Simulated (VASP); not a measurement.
Crystal: ZnAu.

```xyz
2
Lattice="3.1470 0.0000 0.0000 0.0000 3.1470 0.0000 0.0000 0.0000 3.1470" Properties=species:S:1:pos:R:3 pbc="T T T"
Au    0.0000    0.0000    0.0000
Zn    1.5735    1.5735    1.5735
```

```yaml
Program: VASP 6.6.1
Task: relaxation of cell and atoms
Functional: optB88-vdW
Potentials_or_basis: VASP PAW PBE potentials, release 64 (Au, Zn)
Cutoff: 600 eV
k_mesh: 8 × 8 × 8
Occupations: methfessel-paxton, width 0.2 eV
Spin: no spin polarisation
```

At the start: pressure 5.5 GPa; volume 15.58 Å³/atom.

How do energy, volume and symmetry change on relaxing?

Over 3 steps the energy falls by 10.6 meV/atom and the volume is 16.24 Å³/atom (+4.2 %); space group Pm-3m (No. 221, to 0.05 Å).

The path:
```
step  energy change (eV)  largest force (eV/Å)  pressure (GPa)  volume (Å³)
   1              0.0000                0.0000            5.47        31.17
   2             -0.0074                0.0000           -3.66        33.63
   3             -0.0212                0.0000            0.02        32.48
```

Final structure:
```cif
data_structure
_symmetry_space_group_name_H-M 'P 1'
_symmetry_Int_Tables_number 1
_cell_length_a 3.1905
_cell_length_b 3.1905
_cell_length_c 3.1905
_cell_angle_alpha 90.000
_cell_angle_beta 90.000
_cell_angle_gamma 90.000
_cell_volume 32.48
loop_
_atom_site_label
_atom_site_type_symbol
_atom_site_fract_x
_atom_site_fract_y
_atom_site_fract_z
_atom_site_occupancy
Au1 Au 0.00000 0.00000 0.00000 1
Zn1 Zn 0.50000 0.50000 0.50000 1
```

Caveat: the PAW data sets were made with another functional, which shifts forces and pressure a little.
